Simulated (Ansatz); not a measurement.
# SnSe: the cost of one run

Program: Ansatz 0.2.0. Level of theory: plane waves, PAW. These are calculated values, not measurements.

The COD cell was measured well above room temperature, so it is larger than a cold one.

### Step 1. The system as given

It takes space group Cmcm (No. 63, orthorhombic). The conventional cell has a = 4.247 Å, b = 11.808 Å, c = 4.229 Å, α = 90.00°, β = 90.00°, γ = 90.00°. Sn (site symmetry m2m) has 5 Se at 2.70 to 3.01 Å as nearest neighbours. Se (site symmetry m2m) is surrounded by 5 Sn at 2.70 to 3.01 Å.

Coordinates:

```
Sn Se
1.0
     2.12367   -5.90403    0.00000
     2.12367    5.90403    0.00000
     0.00000    0.00000    4.22886
Sn Se
2 2
Direct
  0.87410 0.12590 0.25000
  0.12590 0.87410 0.75000
  0.64510 0.35490 0.25000
  0.35490 0.64510 0.75000
```

Cell and atoms come from an earlier r2SCAN+rVV10 relaxation. No run includes spin-orbit coupling, which matters for Sn.

### Step 2. PBE, anion s p, 4×4×4

File input.yaml:

```yaml
crystal:
  lattice:
    - [2.1236688901, -5.9040305021, 0.0]
    - [2.1236688901, 5.9040305021, 0.0]
    - [0.0, 0.0, 4.228862499]
  atoms:
    - { symbol: Sn, position: [0.8740995155, 0.1259004845, 0.25] }
    - { symbol: Sn, position: [0.1259004845, 0.8740995155, 0.75] }
    - { symbol: Se, position: [0.6451033442, 0.3548966558, 0.25] }
    - { symbol: Se, position: [0.3548966558, 0.6451033442, 0.75] }
kpoints:
  mp_grid: { grid: [6, 6, 6] }
  band_path:
    path:
      - [[0.0, 0.0, 0.0], [-0.5, 0.5, 0.0], [-0.2823456910266, 0.7176543089734, 0.0]]
      - [[0.2823456910266, 0.2823456910266, 0.0], [0.0, 0.0, 0.0], [0.0, 0.0, 0.5], [0.2823456910266, 0.2823456910266, 0.5]]
      - [[-0.2823456910266, 0.7176543089734, 0.5], [-0.5, 0.5, 0.5], [-0.5, 0.5, 0.0]]
      - [[0.0, 0.0, 0.0], [6.092069146491e-18, 0.5, 0.0], [6.092069146491e-18, 0.5, 0.5], [0.0, 0.0, 0.5], [-0.5, 0.5, 0.5]]
    npoints: 10
hamiltonian:
  xc: pbe
scf:
  occupations: { method: fermi_dirac, width: 0.02 }
  n_extra_bands: 6
output:
  forces: false
  stress: false
  eigenvalues: true
  wannier:
    kmesh: [4, 4, 4]
    projections: [{ species: Se, l: s }, { species: Se, l: p }]
    minimise: true
    write_hr: true
    conv_tol: 1.0e-08
    max_iter: 3000
  write_density: true
  write_potential: true
  elf: true
  volumetric_format: npy
```

Started as:

```sh
$ ansatz run input.yaml --threads 4 --pin off --max-ram 3686MiB --backend cpu --events-out ev --progress --plain --runs-dir out
```

What time and memory should one allow on 4 threads of Arm Neoverse V1, shared host?

About 8.6 s, with a peak of 0.55 GiB.
